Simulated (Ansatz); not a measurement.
# TaN: the cost of one run

Computed with Ansatz 0.2.0 (DFT PBEsol, scalar-relativistic, plane waves, PAW, unless a step's input says otherwise).

## Step 1: Starting point

It takes space group P-62m (No. 189, hexagonal). Conventional cell: a = 5.196 Å, b = 5.196 Å, c = 2.911 Å, α = 90.00°, β = 90.00°, γ = 120.00°. Ta (site symmetry -6) has 6 N at 2.16 Å as nearest neighbours. Ta (site symmetry -62m) is surrounded by 3 N at 2.04 Å. Around N (site symmetry m2m) lie 5 Ta at 2.04 to 2.16 Å.

Structure file:

```
Ta N
1.0
     5.19600    0.00000    0.00000
    -2.59800    4.49987    0.00000
     0.00000    0.00000    2.91100
Ta N
3 3
Direct
  0.33333 0.66667 0.50000
  0.66667 0.33333 0.50000
  0.00000 0.00000 0.00000
  0.39285 0.00000 0.00000
  0.60715 0.60715 0.00000
  0.00000 0.39285 0.00000
```

The structure comes from the Crystallography Open Database.

## Step 2: A distortion of lower symmetry

What differs from the listed cell: strain xx, yy, zz, yz, xz, xy = -0.4, +0.5, +0.3, +1.2, -2.0, +0.7 %; atoms moved by 0.10 Å root mean square, at most 0.13 Å.

The input, input.yaml:

```yaml
crystal:
  lattice:
    - [5.1776589838, 0.0382425664, -0.1039200173]
    - [-2.5557104579, 4.5030668146, 0.1039334927]
    - [-0.05822, 0.03362205, 2.91845216]
  atoms:
    - { symbol: Ta, position: [0.3211401875, 0.6709747252, 0.4628136588] }
    - { symbol: Ta, position: [0.6709747252, 0.3211401875, 0.5371863412] }
    - { symbol: Ta, position: [-0.0034170933, -0.0034170933, 0.0] }
    - { symbol: "N", position: [0.3961842211, 0.0192009509, 0.0152182576] }
    - { symbol: "N", position: [0.5959170087, 0.5959170087, 0.0] }
    - { symbol: "N", position: [0.0192009509, 0.3961842211, -0.0152182576] }
basis:
  ecutwfc: 420
kpoints:
  mp_grid: { grid: [8, 8, 10] }
hamiltonian:
  xc: pbesol
scf:
  occupations: { method: gaussian, width: 0.1 }
output:
  forces: true
  stress: true
  eigenvalues: true
```

What time and memory should one allow on 1 thread of an x86-64 CPU, shared host?

About 62 s, with a peak of 0.8 GiB.
